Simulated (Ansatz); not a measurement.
A relaxed cell of CoSi is given with its symmetry left out. The cell was found from a structure generator's guess, not taken from experiment.

Theory: Ansatz, DFT PBE, scalar-relativistic, plane waves, PAW. Cutoff 420 eV, Γ-centred mesh, Gaussian smearing, no spin polarisation.

```xyz
4
Lattice="3.6447 0.0000 0.0000 0.0000 3.6447 0.0000 0.0000 0.0000 3.2788" Properties=species:S:1:pos:R:3 pbc="T T T"
Co    1.8224    0.0000    3.0976
Co    0.0000    1.8224    0.1812
Si    0.0000    0.0000    1.6394
Si    1.8224    1.8224    1.6394
```

The zero of energy is the elements' standard structures at the same level; no fitted shifts are applied.

Question: What space group does it have?

Answer: P4/nmm (No. 129), with Co and Si ordered on fcc sites. Conventional cell: a = 3.645 Å, c = 3.279 Å. Co is surrounded by 4 Si at 2.33 Å, 4 Si at 2.58 Å and 4 Co at 2.60 Å; Si has 4 Co at 2.33 Å, 4 Co at 2.58 Å and 4 Si at 2.58 Å.

Question: How far does it lie from the elements in energy?

Answer: −0.40 eV/atom.

Question: Is it a metal?

Answer: Yes, bands cross the Fermi level on the 12×12×14 mesh.

The last run used a 12×12×14 mesh (in the run's order of axes) for its 4-atom cell and Gaussian smearing of 0.10 eV. Trial moments died out on the coarse mesh, so the last step has no spin; another magnetic start might hold. Symmetry constrained the relaxation, so the result can be a saddle point. Another cell of CoSi relaxed alike, in P2_13 (a cell as deposited in COD), lies 201 meV/atom lower, so this cell isn't the stable form at this level.
